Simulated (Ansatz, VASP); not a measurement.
## Two plane-wave programs on LiCl

The input POSCAR:

```
LiCl
1.0
    3.2711235777      0.0000000000      0.0000000000
    0.0000000000      3.2711235777      0.0000000000
    0.0000000000      0.0000000000      3.2999094652
Li Cl
1 1
Direct
    0.0000000000      0.0000000000      0.0000000000
    0.5000000000      0.5000000000      0.5000000000
```

Contents of INCAR.step1:

```
PREC     = Accurate       # precision mode
ENCUT    = 520            # plane-wave cutoff, eV
ISMEAR   = 0              # smearing method
SIGMA    = 0.01           # smearing width, eV
LREAL    = F              # projectors in reciprocal space
LASPH    = T              # aspherical terms in the spheres
NELM     = 100            # most SCF steps
NBANDS   = 12             # bands
GGA      = PE             # functional
ALGO     = Normal         # electronic algorithm
EDIFF    = 1E-4           # SCF threshold, eV
LWAVE    = T              # write WAVECAR
LCHARG   = F              # write CHGCAR
```

INCAR.step2

```
PREC     = Accurate       # precision mode
ENCUT    = 520            # plane-wave cutoff, eV
EDIFF    = 1E-7           # SCF threshold, eV
ISMEAR   = 0              # smearing method
SIGMA    = 0.01           # smearing width, eV
LREAL    = F              # projectors in reciprocal space
LASPH    = T              # aspherical terms in the spheres
NELM     = 100            # most SCF steps
ALGO     = Normal         # electronic algorithm
ISIF     = 2              # what is computed and relaxed
LWAVE    = F              # write WAVECAR
LCHARG   = F              # write CHGCAR
METAGGA  = R2SCAN         # meta-GGA
LMIXTAU  = T            
NBANDS   = 12             # bands
ISTART   = 1
```

File KPOINTS:

```
regular mesh
0
Gamma
  8 8 8
```

Input for Ansatz:

```yaml
crystal:
  lattice:
    - [3.2711235777, 0.0, 0.0]
    - [0.0, 3.2711235777, 0.0]
    - [0.0, 0.0, 3.2999094652]
  atoms:
    - { symbol: Li, position: [0.0, 0.0, 0.0] }
    - { symbol: Cl, position: [0.5, 0.5, 0.5] }
kpoints:
  mp_grid: { grid: [8, 8, 8] }
  band_path:
    path:
      - [0.0, 0.0, 0.0]
      - [0.0, 0.5, 0.0]
      - [0.5, 0.5, 0.0]
      - [0.5, 0.5, 0.5]
      - [0.0, 0.5, 0.5]
    npoints: 1
hamiltonian:
  xc: r2scan
scf:
  occupations: { method: fixed }
  n_extra_bands: 4
output:
  forces: true
  stress: true
  eigenvalues: true
  write_density: true
  write_potential: true
  elf: true
  volumetric_format: npy
```

Change from the starting cell: uniaxial_z strain +0.9%.

Alike in both runs: task single point; functional r2SCAN; k mesh 8 × 8 × 8; no spin polarisation.

|  | VASP | Ansatz |
| --- | --- | --- |
| version | VASP 6.6.1 | Ansatz 0.2.0 |
| potentials or method | VASP PAW PBE potentials, release 64 (Li_sv, Cl) | plane waves, PAW |
| plane-wave cutoff (eV) | 520 | 500 |
| occupations | gaussian, width 0.01 eV | fixed |
| valence electrons in the cell | 10 | 10 |

Ansatz gave:

| Property | Result |
| --- | --- |
| gap on the k mesh at the Fermi level (eV) | 5.19 |

Task: What did VASP give for the same quantities?

Result: gap on the k mesh at the Fermi level (eV): 5.32.

 A k mesh can miss the band edges.
